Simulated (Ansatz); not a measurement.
The system is Au.

```
CELL_PARAMETERS angstrom
-1.65727 1.65727 1.65727
1.65727 -1.65727 1.65727
1.65727 1.65727 -1.65727
ATOMIC_POSITIONS crystal
Au 0.00000 0.00000 0.00000
```

This isn't the form of Au at room conditions, which is fcc.

```yaml
Program: Ansatz 0.2.0
Task: relaxation of cell and atoms
Functional: RPBE
Dispersion: D3(BJ)
Potentials_or_basis: Ansatz PAW
Cutoff: "420 eV (not typed: the program's choice for these potentials)"
k_mesh: 11 × 11 × 11
Occupations: fermi-dirac, width 0.05 eV
Spin: no spin polarisation
```

At the start: volume 18.21 Å³/atom.

How do energy, volume and symmetry change on relaxing?

It ends after 6 steps and the volume is 14.97 Å³/atom (-17.8 %); space group Im-3m (No. 229, to 0.05 Å).

The path:
| step | energy change (eV) | largest force (eV/Å) | volume (Å³) |
| --- | --- | --- | --- |
| 1 | 0.0000 | 0.0000 | 18.21 |
| 2 | -0.3982 | 0.0000 | 15.67 |
| 3 | -0.4148 | 0.0000 | 14.55 |
| 4 | -0.4262 | 0.0000 | 14.97 |
| 5 | -0.4262 | 0.0000 | 14.97 |
| 6 | -0.4248 | 0.0000 | 14.97 |

Final structure:
```cif
data_structure
_symmetry_space_group_name_H-M 'P 1'
_symmetry_Int_Tables_number 1
_cell_length_a 2.6891
_cell_length_b 2.6891
_cell_length_c 2.6891
_cell_angle_alpha 109.471
_cell_angle_beta 109.471
_cell_angle_gamma 109.471
_cell_volume 14.97
loop_
_atom_site_label
_atom_site_type_symbol
_atom_site_fract_x
_atom_site_fract_y
_atom_site_fract_z
_atom_site_occupancy
Au1 Au 0.00000 0.00000 0.00000 1
```

Caveat: the volume moved by over 15 % at a fixed basis, so the end points are rough; the plane-wave basis is chosen anew once the cell has moved, so the energies of steps on either side of that aren't comparable; pairwise dispersion overbinds metals, which lowers pressure and volume; the PAW data sets come from PBE, with cores solved anew for the run's functional, which leaves a small shift of forces and pressure.
